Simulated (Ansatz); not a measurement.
# Sb (R-3m) in Ansatz: settings compared

The runs below take Sb through band structure, phonons, elastic constants, with HSE06, LDA.

All numbers are computed with Ansatz 0.2.0; they aren't measurements. Logs are shortened: lines on timing, memory, paths and dates and some standing lists are left out, and cuts for length are marked.

**1. The structure**

It takes space group R-3m (No. 166, trigonal). The conventional cell has a = 4.308 Å, b = 4.308 Å, c = 11.274 Å, α = 90.00°, β = 90.00°, γ = 120.00°. Around Sb (site symmetry 3m) lie 3 Sb at 2.91 Å.

**2. Band structure, HSE06**

input.yaml

```yaml
crystal:
  lattice:
    - [2.1542, 1.2437279499, 3.758]
    - [-2.1542, 1.2437279499, 3.758]
    - [0.0, -2.4874558998, 3.758]
  atoms:
    - { symbol: Sb, position: [0.76651, 0.76651, 0.76651] }
    - { symbol: Sb, position: [0.23349, 0.23349, 0.23349] }
hamiltonian:
  xc: hse06
  pseudopotentials: { kind: paw }
kpoints:
  mp_grid: { grid: [4, 4, 4] }
  band_path:
    path:
      - [[0.0, 0.0, 0.0], [0.5, 0.0, 0.0], [0.5, 0.2396873643, -0.2396873643]]
      - [[0.7603126357, 0.5, 0.2396873643], [0.5, 0.5, 0.5], [0.0, 0.0, 0.0], [0.3698436821, 0.0, -0.3698436821]]
      - [[0.6301563179, 0.3698436821, 0.0], [0.5, 0.5, 0.0], [0.6301563179, 0.6301563179, 0.2396873643], [0.5, 0.5, 0.5]]
      - [[0.5, 0.0, 0.0], [0.7603126357, 0.3698436821, 0.3698436821]]
    npoints: 4
scf:
  occupations: { method: fermi_dirac, width: 0.05 }
  n_extra_bands: 6
output:
  forces: true
  stress: true
  eigenvalues: true
  fatbands: false
```

Potentials or basis: Ansatz PAW.

The run is started by

```bash
$ ansatz run input.yaml --threads 2 --pin off --max-ram 5632MiB --backend cpu --events-out ev --progress --plain --runs-dir out
```

Standard output:

```text
Warning: output.stress: scf.convergence.dr2_threshold = 1e-7 eV (the SCF's general default) is looser than the 2e-10 eV advised for a printed stress (1e-10 eV for each atom of the cell: 2). What an SCF threshold leaves in a stress goes as its square root, and in the free energy as the threshold itself, and one threshold admits the most on a small cell: of the crystals measured, under no hybrid functional and no lock of the moments, on runs that ended without the residual-converged pass, on stresses that held no estimate of that error, the worst erred by over 100 MPa in a component at 1e-7 eV an atom and by under 5 at 1e-10. Set scf.convergence.dr2_threshold to 2e-10 eV or tighter. The threshold is an SCF's pass mark: one that does not reach it within its budget of iterations ends unconverged, or closes short of it on a stop that the run arms, and scf.convergence.dr2_threshold's page says what that costs each kind of run
Warning: output.stress: scf.exx.energy_threshold = 1e-6 eV is looser than the 2e-8 eV advised for a stress under a hybrid functional (1e-8 eV for each atom of the cell: 2). Every SCF of the exchange loop can meet its threshold on dr2 while the loop round them stops early: no threshold on dr2 bounds what that leaves in the stress. Set scf.exx.energy_threshold to 2e-8 eV or tighter. The threshold is the loop's pass mark: a loop that does not reach it within its budget of cycles ends unconverged, and scf.exx.energy_threshold's page has the law
Warning: RAYON_NUM_THREADS=2 ignored (pool sized by the plan → 2); use --threads N
scf.n_extra_bands = 6 over 15 filled bands (N_el = 30.0): the run solves 21 bands
Engine: ansatz 0.2.0, aarch64-unknown-linux-gnu
Pseudopotentials: kind: paw
Pseudopotential: Sb, paw, valence charge 15, recommended cutoff 420 eV (normal), Sb.paw.azcp
Functional definition: HSE06
  parameter a = 0.25
  parameter omega = 0.11/bohr
  exchange = pbe_x - a*pbe_x_sr(omega) + a*exact_x_sr(omega)
  correlation = pbe_c
Crystal: 2 atoms, lattice volume = 60.411 Å³
Basis set: ecut = 420 eV, 1195 PW (Γ), exchange–correlation on 64×64×64 points (8 copies of the dense FFT grid, shifted against one another)
Bands: 21, of which v1, the nominal top of the filled ones, is band 15 counted from 1 (14 counted from 0)
Symmetry: 12 space group operations
Space group: R-3m (ITA 166), of the structure as read, at distance tolerance 3.9e-5 Å
k-points: 13 of 64
Non-local potential: Sb, projectors of the file, l = 0: 2, l = 1: 2, l = 2: 2, l = 3: 2
PAW form: soft (Blöchl's): semilocal exchange-correlation on the pseudo side does not see the compensation charge
PAW frozen core: Sb, regenerated for the run's functional, and the local potential with it (the file was generated under x = pbe(κ = 0.804, μ = 0.2195149727645171), c = pbe(β = 0.06672455060314922))
PAW one-centre angular grid: Sb, 590 points (default); XC on 64 Gauss nodes
Initial density: superposition of atomic densities (neutral atoms: chi_scale 0, normalization atom), corrected by the library's trained network
Initial wavefunctions: pseudopotential atomic-orbital guess
Functional: x = pbe(κ = 0.804, μ = 0.2195149727645171), c = pbe(β = 0.06672455060314922), warm-up for x = pbe(κ = 0.804, μ = 0.2195149727645171) + 0.25 (exact − pbe) at short range (hse, ω = 0.20786987370883472 Å⁻¹), c = pbe(β = 0.06672455060314922); HSE06 as pw.x's `hse` composes it (authors' and Libxc's form: `xc: wpbeh`)
SCF iter   1: F=—  HF=-12969.000855 eV  |F-HF|=—  |Δ(HF+E_count)|=         —  Δρ=1.55e-3  dr2=1.87e-3  ethr=1.77e-3  ⟨swp⟩=12.0  Hψ=1267  notcnv=0
preconditioner: auto → none  [insulator: Δε(μ)=0.113 eV  Ē_g=10.295 eV  σ=0.050 eV  W_gap=0.51  n_scr=14 (ndim 8)  ℏωp=15.1 eV  f_vac=0.002  D(μ)=0.70/eV (n_scr^D=0)]
SCF iter   2: F=—  HF=-12969.001184 eV  |F-HF|=—  |Δ(HF+E_count)|=   3.30e-4  Δρ=7.56e-4  dr2=2.77e-4  ethr=6.22e-6  ⟨swp⟩=3.9  Hψ=758  notcnv=0  defer=8
SCF iter   3: F=—  HF=-12969.001274 eV  |F-HF|=—  |Δ(HF+E_count)|=   8.97e-5  Δρ=1.95e-4  dr2=2.83e-5  ethr=9.24e-7  ⟨swp⟩=3.4  Hψ=514  notcnv=0  defer=5
iter 4 solved again at ethr=1.43e-9 eV; its pass at ethr=9.44e-8 eV (dr2=4.29e-7 eV) is discarded
SCF iter   4: F=—  HF=-12969.001282 eV  |F-HF|=—  |Δ(HF+E_count)|=   7.97e-6  Δρ=3.75e-5  dr2=4.66e-7  ethr=1.43e-9  ⟨swp⟩=4.0  Hψ=1284  notcnv=0
SCF iter   5: F=—  HF=-12969.001283 eV  |F-HF|=—  |Δ(HF+E_count)|=   4.84e-7  Δρ=1.02e-5  dr2=2.93e-8  ethr=1.43e-9  ⟨swp⟩=3.0  Hψ=638  notcnv=0
SCF iter   6: F=—  HF=-12969.001283 eV  |F-HF|=—  |Δ(HF+E_count)|=   2.99e-8  Δρ=1.71e-6  dr2=9.82e-10  ethr=9.76e-11  ⟨swp⟩=3.0  Hψ=574  notcnv=0
SCF iter   7: F=-12969.001283 eV  HF=-12969.001283 eV  |F-HF|=5.46e-12  |Δ(HF+E_count)|=  5.86e-10  Δρ=2.16e-7  dr2=2.27e-11  ethr=3.27e-12  ⟨swp⟩=3.4  Hψ=674  notcnv=0
SCF 1 converged in 7 iterations: F = -12969.001283 eV  dr2 = 2.27e-11
Initial density: handed on by an earlier stage of this run
Initial wavefunctions: those handed on with the density
Functional: x = pbe(κ = 0.804, μ = 0.2195149727645171) + 0.25 (exact − pbe) at short range (hse, ω = 0.20786987370883472 Å⁻¹), c = pbe(β = 0.06672455060314922); HSE06 as pw.x's `hse` composes it (authors' and Libxc's form: `xc: wpbeh`)
Exchange kernel: α = 0.2500, screened, ω = 0.2079 Å⁻¹, Wigner–Seitz truncation, v(0) = 1037.2526 eV·Å³, q-mesh 4×4×4, nearest image of the exchange supercell L = 17.23 Å, pair-density grid 18×18×18, without the augmentation charges, whose exchange is taken in its separable form by FFT convolution over the k-point mesh (sized by the pseudopotential files, 24×24×27 at the most), smooth part of the exact exchange by density-matrix convolution
Frozen-core exchange: fock
iter 1 solved again at ethr=2.10e-5 eV; its pass at ethr=1.00e-1 eV (dr2=6.31e-3 eV) is discarded
SCF iter   1: F=—  HF=-12977.500244 eV  |F-HF|=—  |Δ(HF+E_count)|=         —  Δρ=4.60e-3  dr2=6.73e-3  ethr=2.10e-5  ⟨swp⟩=4.8  Hψ=1595  notcnv=0
preconditioner: auto → none  [insulator: Δε(μ)=0.285 eV  Ē_g=11.415 eV  σ=0.050 eV  W_gap=0.89  n_scr=14 (ndim 8)  ℏωp=15.1 eV  f_vac=0.001  D(μ)=0.14/eV (n_scr^D=0)]
SCF iter   2: F=—  HF=-12977.498630 eV  |F-HF|=—  |Δ(HF+E_count)|=   1.61e-3  Δρ=1.89e-3  dr2=1.64e-3  ethr=2.04e-5  ⟨swp⟩=2.0  Hψ=471  notcnv=0
SCF iter   3: F=—  HF=-12977.503817 eV  |F-HF|=—  |Δ(HF+E_count)|=   5.19e-3  Δρ=9.15e-4  dr2=2.66e-4  ethr=3.19e-6  ⟨swp⟩=3.6  Hψ=657  notcnv=0
SCF iter   4: F=—  HF=-12977.503768 eV  |F-HF|=—  |Δ(HF+E_count)|=   4.93e-5  Δρ=1.15e-4  dr2=2.13e-5  ethr=7.61e-7  ⟨swp⟩=3.0  Hψ=499  notcnv=0
SCF iter   5: F=—  HF=-12977.503881 eV  |F-HF|=—  |Δ(HF+E_count)|=   1.13e-4  Δρ=1.01e-4  dr2=3.63e-6  ethr=1.28e-8  ⟨swp⟩=4.2  Hψ=988  notcnv=0
SCF iter   6: F=-12977.503880 eV  HF=-12977.503880 eV  |F-HF|=1.02e-8  |Δ(HF+E_count)|=   4.84e-7  Δρ=9.05e-6  dr2=7.52e-7  ethr=9.70e-9  ⟨swp⟩=2.0  Hψ=474  notcnv=0
SCF 2 stopped early in 6 iterations: F = -12977.503880 eV  dr2 = 7.52e-7
  Residual-converged pass: ⟨swp⟩=4.0  Hψ=728  notcnv=0  max |occ|·‖R‖ = 6.5e-6 eV (tolerance 6.7e-6 eV)  dr2=7.54e-7  dr2_onsite=1.21e-8  max |Δocc| = 1.3e-9
hybrid outer 1: dexx = +6.209e-3 eV, tail = 5.93e-5 eV
Exchange kernel: α = 0.2500, screened, ω = 0.2079 Å⁻¹, Wigner–Seitz truncation, v(0) = 1037.2526 eV·Å³, q-mesh 4×4×4, nearest image of the exchange supercell L = 17.23 Å, pair-density grid 18×18×18, without the augmentation charges, whose exchange is taken in its separable form by FFT convolution over the k-point mesh (sized by the pseudopotential files, 24×24×27 at the most), smooth part of the exact exchange by density-matrix convolution
Frozen-core exchange: fock
SCF iter   1: F=—  HF=-12977.503674 eV  |F-HF|=—  |Δ(HF+E_count)|=         —  Δρ=3.56e-5  dr2=9.27e-7  ethr=9.88e-7  ⟨swp⟩=4.3  Hψ=589  notcnv=0
preconditioner: auto → none  [insulator: Δε(μ)=0.292 eV  Ē_g=11.425 eV  σ=0.050 eV  W_gap=0.89  n_scr=14 (ndim 8)  ℏωp=15.1 eV  f_vac=0.001  D(μ)=0.12/eV (n_scr^D=0)]
SCF iter   2: F=—  HF=-12977.503675 eV  |F-HF|=—  |Δ(HF+E_count)|=   1.24e-6  Δρ=2.26e-5  dr2=2.48e-7  ethr=2.68e-9  ⟨swp⟩=4.1  Hψ=795  notcnv=0  defer=1
SCF iter   3: F=—  HF=-12977.503675 eV  |F-HF|=—  |Δ(HF+E_count)|=   6.00e-8  Δρ=7.77e-6  dr2=1.65e-8  ethr=7.01e-10  ⟨swp⟩=2.9  Hψ=512  notcnv=0  defer=6
SCF iter   4: F=—  HF=-12977.503675 eV  |F-HF|=—  |Δ(HF+E_count)|=   5.29e-8  Δρ=4.26e-6  dr2=8.63e-9  ethr=4.30e-11  ⟨swp⟩=4.7  Hψ=969  notcnv=0  defer=2
SCF iter   5: F=—  HF=-12977.503675 eV  |F-HF|=—  |Δ(HF+E_count)|=   3.32e-9  Δρ=1.35e-6  dr2=1.16e-9  ethr=2.83e-11  ⟨swp⟩=3.2  Hψ=668  notcnv=0  defer=1
SCF iter   6: F=-12977.503675 eV  HF=-12977.503675 eV  |F-HF|=2.18e-11  |Δ(HF+E_count)|=  4.00e-10  Δρ=2.34e-7  dr2=1.03e-10  ethr=3.38e-12  ⟨swp⟩=3.0  Hψ=633  notcnv=0
SCF 3 converged in 6 iterations: F = -12977.503675 eV  dr2 = 1.03e-10
  Residual-converged pass: ⟨swp⟩=3.8  Hψ=560  notcnv=0  max |occ|·‖R‖ = 2.7e-7 eV (tolerance 2.7e-7 eV)  dr2=9.98e-11  dr2_onsite=3.68e-12  max |Δocc| = 1.1e-13
hybrid outer 2: dexx = +7.934e-7 eV, tail = 9.20e-9 eV, Δε = 2.10e-3 eV (about 4.79e-5 eV left of the loop's levels), ΔF = 6.79e-3 eV/Å (tail 9.52e-4)
NSCF: frozen V_eff on 40 k-points
hybrid SCF converged: 2 outer / 12 inner (+7 warm-up), last move |dexx| = 7.93e-7 eV, tail = 9.20e-9 eV
Stability not checked: this state was not tested for a lower state beside it, because the functional holds exact exchange (a hybrid, or Hartree-Fock), whose exchange loop this test does not read (fock_operator; see scf.lower_state_search)
Free energy (F): -12977.503675 eV
Frozen-core exchange: fock
Harris-Foulkes:  -12977.503675 eV  (|F-HF|=2.18e-11)
Internal energy: -12977.502377 eV  (E = F + TS)
E sigma→0 (E₀):  -12977.503026 eV
Entropy (-TS):   -0.001298 eV (-0.649 meV/atom)
Fermi energy:    9.815501 eV
--- Per-component energies (eV) ---
  E_band       = -399.405104
  E_kinetic    = 412.936926
  E_local      = -3191.489460  (includes V_loc(G=0)·N_el)
  E_nonlocal   = 723.436773
  E_hartree    = 1449.907622
  E_xc         = -222.375776
  E_vxc        = -155.278316  (∫ρ·V_xc dr)
  E_exx        = -81.038715  (= α·E_x^exact, valence–valence)
  E_paw        = -9134.060313  (= ΣΔE_a)
  E_vpaw       = -926.748170  (= ΣTr[D̂ρ^β])
  E_aug_tail   = -0.000003  (compensation charges beyond the density's cutoff)
  E_ewald      = -2934.870052
  E_core_change = 0.050621  (= ΣΔE_core)
  E_smearing   = -0.001298  (= −TS)
  E_closure    = -0.000000  (closes the sum)
  Σ components = -12977.503675   (vs F -12977.503675, Δ=-1.82e-12)
--- Forces (eV/Å), atoms counted from 1 ---
  atom   1  Sb    -0.00000000     0.00000000     0.32461649
  atom   2  Sb     0.00000000    -0.00000000    -0.32461649
  max |Σ_I F_I| component: 5.55e-17 eV/Å
--- Stress (GPa, compression-positive) ---
        1.006622      -0.000000       0.000000
       -0.000000       1.006622      -0.000000
        0.000000      -0.000000       0.264575
  P = ⅓ Tr σ = 0.7593 GPa (7.593 kbar)
--- Band table (eV; the first three rows and the last of 13) ---
  k-point 0: bands = ["-22.0406", "-22.0406", "-21.9463", "-21.9463", "-21.9076", "-21.8221", "-21.8221", "-21.8049", "-21.7417", "-21.7417", "-4.2175", "4.8450", "7.5668", "7.8823", "7.8823", "12.4359", "13.1378", "13.1378", "15.5801", "15.5801", "15.7212"]
  k-point 1: bands = ["-22.0173", "-22.0048", "-21.9342", "-21.9249", "-21.8933", "-21.8388", "-21.8339", "-21.8240", "-21.7730", "-21.7677", "-3.4519", "2.2503", "7.6525", "7.7622", "8.8044", "11.5095", "11.6567", "11.7263", "15.3875", "16.0196", "16.6059"]
  k-point 2: bands = ["-21.9877", "-21.9416", "-21.9143", "-21.8907", "-21.8839", "-21.8726", "-21.8661", "-21.8393", "-21.8109", "-21.8024", "-1.5605", "-0.7684", "7.7185", "7.8487", "9.5644", "9.9849", "10.3746", "10.6551", "18.2134", "19.0233", "19.9409"]
  k-point 12: bands = ["-21.9900", "-21.9900", "-21.9264", "-21.9264", "-21.8855", "-21.8356", "-21.8356", "-21.8249", "-21.7986", "-21.7986", "-2.4722", "-0.0762", "8.4089", "8.4089", "9.6927", "10.2498", "10.2498", "11.2164", "17.6447", "19.5853", "19.5853"]
```

It took 1.8 min on 2 threads of Arm Neoverse V2, shared host; peak memory 0.72 GiB.

What came out:

| Quantity | Value |
| --- | --- |
| Free energy | -12977.5037 eV |
| Pressure | 0.8 GPa |
| Largest force | 0.325 eV/Å |
| Band gap on the k mesh | 0.29 eV, indirect (least direct gap 0.42 eV) |
| Band gap along the path | 0.29 eV, indirect (least direct gap 0.42 eV) |

Forces in eV/Å, atoms in the order of the input:
```
Sb   0.000  0.000  0.325
Sb   0.000  0.000 -0.325
```

Levels at the corners of the path, in eV from the valence-band top:
```tsv
point	band 12	band 13	band 14	band 15	band 16	band 17	band 18	band 19
Γ	-4.85	-2.13	-1.81	-1.81	2.74	3.45	3.45	5.89
L	-10.46	-1.97	-1.84	-0.13	0.29	0.68	0.96	8.52
B1	-9.76	-5.38	-5.22	-0.61	1.24	5.38	5.45	7.01
B	-9.76	-5.38	-5.22	-0.61	1.24	5.38	5.45	7.01
Z	-9.77	-1.28	-1.28	0.00	0.56	0.56	1.52	7.95
Γ	-4.85	-2.13	-1.81	-1.81	2.74	3.45	3.45	5.89
X	-9.84	-5.72	-3.35	-2.99	3.53	3.98	4.81	6.99
Q	-9.84	-5.72	-3.35	-2.99	3.53	3.98	4.81	6.99
F	-8.55	-5.86	-4.01	-3.88	2.06	5.91	6.49	8.10
P1	-9.40	-5.79	-3.37	-2.77	3.09	3.92	5.41	7.08
Z	-9.77	-1.28	-1.28	0.00	0.56	0.56	1.52	7.95
L	-10.46	-1.97	-1.84	-0.13	0.29	0.68	0.96	8.52
P	-9.40	-5.79	-3.37	-2.77	3.09	3.92	5.41	7.08
```

Caveat: the k mesh is coarse (spacing up to 0.44 Å⁻¹), so the values aren't converged, least of all with exact exchange; spin-orbit coupling is left out, which moves the levels of the heavy elements; the PAW data sets come from PBE, with cores solved anew for the run's functional, which leaves a small shift of forces and pressure; the thresholds are loose for stress.

(Continued in part 2 of 2.)
